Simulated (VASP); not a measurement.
Wanted: the native input for a VASP 6.6.1 run.

```yaml
Task: single point
Functional: PBE
Potentials_or_basis: VASP PAW PBE potentials, release 64 (Cd, F)
Cutoff: 520 eV
k_mesh: 6 × 6 × 6
Occupations: gaussian, width 0.01 eV
Spin: no spin polarisation
Dipole_correction: no
Further_INCAR_settings: ALGO = Normal; EDIFF = 1e-06; NBANDS = 20
```

The structure of CdF2 lies in POSCAR:

```
CdF2
1.0
    0.0000000000      2.6941776812      2.6941776812
    2.6941776812      0.0000000000      2.6941776812
    2.6941776812      2.6941776812      0.0000000000
Cd F
1 2
Direct
    0.0000000000      0.0000000000      0.0000000000
    0.2500000000      0.2500000000      0.2500000000
    0.7500000000      0.7500000000      0.7500000000
```

The cell was built by a generator and needn't be a form met in nature.

These files were run (other wordings do the same):

INCAR

```
PREC = Accurate ; ENCUT = 520
EDIFF = 1E-6 ; ISMEAR = 0
SIGMA = 0.01 ; LREAL = False
LASPH = True ; NELM = 100
ALGO = Normal ; ISIF = 2
LWAVE = False ; LCHARG = True
GGA = PE ; LELF = True
LVHAR = True ; NBANDS = 20
```

KPOINTS

```
regular mesh
0
Gamma
  6 6 6
```

Potentials or basis: VASP PAW PBE potentials, release 64 (Cd, F).

Command:

```console
$ cat potpaw_PBE.64/Cd/POTCAR potpaw_PBE.64/F/POTCAR > POTCAR
$ mpirun -np 1 vasp_std > vasp.out
```

It gave:

```
Pressure               : 6.2 GPa
Band gap on the k mesh : 3.09 eV, indirect (least direct gap 3.57 eV)
```

It took 24 s on 1 thread of Intel(R) Xeon(R) Platinum 8175M CPU @ 2.50GHz (Skylake/Cascade Lake) (shared host), peak memory 0.16 GiB.
